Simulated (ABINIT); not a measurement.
Write the native input for ABINIT 10.8.3 (patched build) that does the following.

- Task: single point
- Functional: AM05
- Potentials or basis: JTH PAW PBE v2.0
- Cutoff: 544 eV
- k mesh: 10 × 10 × 8
- Occupations: fermi-dirac, width 0.05 eV
- Spin: no spin polarisation
- Fine-grid cutoff: 1088.46 eV

The system is ZrB2.

```
CELL_PARAMETERS angstrom
3.17000 0.00000 0.00000
-1.58500 2.74530 0.00000
0.00000 0.00000 3.53300
ATOMIC_POSITIONS crystal
Zr 0.00000 0.00000 0.00000
B 0.66667 0.33333 0.50000
B 0.33333 0.66667 0.50000
```

The input as run:

run.abi

```
# Pseudopotentials
pp_dirpath "./"
pseudos "Zr.GGA_PBE-JTH.xml, B.GGA_PBE-JTH.xml"

# Structure
acell 3*1.0 Angstrom
rprim
     3.1700000000     0.0000000000     0.0000000000
    -1.5850000000     2.7453005300     0.0000000000
     0.0000000000     0.0000000000     3.5330000000
ntypat 2
znucl 40 5
natom 3
typat 1 2 2
xcart
     0.0000000000     0.0000000000     0.0000000000
     1.5850000002     0.9151001766     1.7665000000
    -0.0000000002     1.8302003534     1.7665000000 Angstrom

# Plane-wave basis
ecut 20.0
pawecutdg 40.0
pawxcdev 0

# k points
kptopt 1
ngkpt 10 10 8
nshiftk 1
shiftk 0.0 0.0 0.0

# Exchange and correlation
ixc -120135

# Bands and occupations
nband 13
occopt 3
tsmear 0.05 eV

# SCF cycle
nstep 100
tolvrs 1.0e-9

# Output
iomode 3
prtwf 0
prtden 0
prteig 0
prtebands 0
enunit 2
```

Potentials or basis: JTH PAW PBE v2.0.

Command:

```console
$ abinit run.abi > log 2>&1
```

Results of the run:

```json
{
 "Pressure": "-5.0 GPa",
 "Band gap on the k mesh": "none (metal or under the smearing width)",
 "Valence electrons inside the program's atomic spheres": "Zr 9.13; B 1.80"
}
```

Caveat: the PAW data sets were made with another functional, which shifts forces and pressure a little.

It took 39 s on 1 thread of Intel(R) Xeon(R) Platinum 8259CL CPU @ 2.50GHz (Skylake/Cascade Lake), on a shared host, peak memory 0.13 GiB.
